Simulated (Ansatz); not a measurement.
# Hg (Hg, bcc): the cost of one run

Computed with Ansatz 0.2.0 (DFT revPBE, plane waves (420 eV) with PAW, scalar-relativistic; the PAW data stem from PBE, with regenerated cores, unless a step says otherwise).

## (1) The starting structure

It takes space group Im-3m (No. 229, cubic). The conventional cell has a = 3.587 Å, b = 3.587 Å, c = 3.587 Å, α = 90.00°, β = 90.00°, γ = 90.00°. Around Hg (site symmetry m-3m) lie 8 Hg at 3.11 Å.

Coordinates:

```
Hg
1.0
    -1.79341    1.79341    1.79341
     1.79341   -1.79341    1.79341
     1.79341    1.79341   -1.79341
Hg
1
Direct
  0.00000 0.00000 0.00000
```

## (2) Relaxation of the cell

The input, input.yaml:

```yaml
crystal:
  lattice:
    - [-1.7934065524, 1.7934065524, 1.7934065524]
    - [1.7934065524, -1.7934065524, 1.7934065524]
    - [1.7934065524, 1.7934065524, -1.7934065524]
  atoms:
    - { symbol: Hg, position: [0.0, 0.0, 0.0] }
hamiltonian:
  xc: revpbe
  pseudopotentials:
    kind: paw
    azcp:
      Hg: "pseudopotentials/Hg.paw.azcp"
basis:
  ecutwfc: 420
  fft_grid_basis: typed
kpoints:
  mp_grid: { grid: [12, 12, 12], shift: [0, 0, 0] }
magnetization:
  spin_polarized: false
scf:
  occupations: { method: fermi_dirac, width: 0.1 }
relax:
  max_steps: 60
  f_tol: 0.01
  cell: {}
output:
  write_density: true
  write_potential: true
  elf: true
  volumetric_format: npy
```

What time and memory should one allow on 2 threads of Arm Neoverse V1, shared host?

About 36 s, with a peak of 0.42 GiB.
